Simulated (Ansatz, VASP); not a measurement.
Sn in VASP and in Ansatz

```
Sn
1.0
     0.00000    2.43792    2.43792
     2.43792    0.00000    2.43792
     2.43792    2.43792    0.00000
Sn
1
Direct
  0.00000 0.00000 0.00000
```

Alike in both runs: task single point; functional LDA; k mesh 13 × 13 × 13; occupations fermi-dirac, width 0.1 eV; no spin polarisation.

|  | VASP | Ansatz |
| --- | --- | --- |
| version | VASP 6.6.1 | Ansatz 0.2.0 |
| potentials or method | VASP PAW LDA potentials, release 64 (Sn_d) | plane waves (420 eV) with PAW, scalar-relativistic |
| plane-wave cutoff (eV) | 520 | 420 |
| valence electrons in the cell | 14 | 14 |

|  | VASP | Ansatz | Ansatz less VASP |
| --- | --- | --- | --- |
| pressure (GPa) | -5.1 | -5.1 | +0.05 |

Ansatz warned: «pseudo_functional_mismatch».
